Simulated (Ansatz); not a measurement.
GaP on a mismatched substrate

All numbers below come from DFT PBE, scalar-relativistic, plane waves, PAW (Ansatz). Settings: 420 eV cutoff, 8×8×6 k-mesh, Gaussian smearing of 0.02 eV, no spin polarisation.

Starting point, cell and atoms relaxed:

```xyz
4
Lattice="2.7526 2.7526 0.0000 -2.7526 2.7526 0.0000 0.0000 0.0000 5.5051" Properties=species:S:1:pos:R:3 pbc="T T T"
Ga    0.0000    0.0000    0.0000
Ga    0.0000    2.7526    2.7526
P     1.3763    1.3763    4.1288
P    -1.3763    1.3763    1.3763
```

The a-b plane is strained alike in both directions, as on a substrate, while c and the atoms relax within the symmetry that the strain leaves. Stress is positive in compression; energies are free energies at the smearing used, per atom.

```tsv
strain (%)	c (Å)	σ in plane (GPa)	ΔE (meV/atom)
-4.5	5.7105	7.09	39.47
-3.0	5.6430	4.50	17.10
-1.5	5.5749	2.16	4.22
+0.0	5.5051	0.05	0.00
+1.5	5.4367	-1.87	3.63
+3.0	5.3658	-3.59	14.38
+4.5	5.2936	-5.12	31.52
```

**Question.** Get the biaxial modulus twice, from the stresses and from the energies of the innermost pair.

**Answer.** From stress: M = −Δσ/Δε = (2.16 − (-1.87)) / 0.030 = 134 GPa. Two in-plane directions each store σε/2, so the energy density is Mε²: M = (mean ΔE)/(V ε²) = 3.93 meV / (20.855 Å³ × 0.015²) × 0.16022 GPa Å³/meV = 134 GPa. The two agree.

**Question.** How well does Mε², with M from the stresses, predict the outermost points?

**Answer.** 35.4 meV predicted against 39.5 computed at -4.5 %; 35.4 meV predicted against 31.5 computed at +4.5 %. Compression costs more than stretching, the usual sign of bonds that stiffen as they shorten.

**Question.** How does c respond, and up to what thickness can a film with 1 % or 2 % misfit stay coherent on a thick substrate?

**Answer.** c answers with ε_c = −0.84 ε. In an isotropic solid that ratio is 2ν/(1 − ν), so ν = r/(2 + r) = 0.30. A film of thickness h stores Mε²h per area, 13.4 mJ/m² per nm at 1 %. The Matthews–Blakeslee balance for pure edge misfit dislocations, h = b/(8πf(1 + ν)) × (ln(h/b) + 1), with b taken as the in-plane vector a = 3.89 Å, solved by iteration, gives 4.0 nm at f = 1 % and 1.3 nm at 2 %. This is an isotropic estimate in which the moduli cancel; the real Burgers vector, glide system, anisotropy and slow kinetics can shift it by a factor of a few, mostly upward.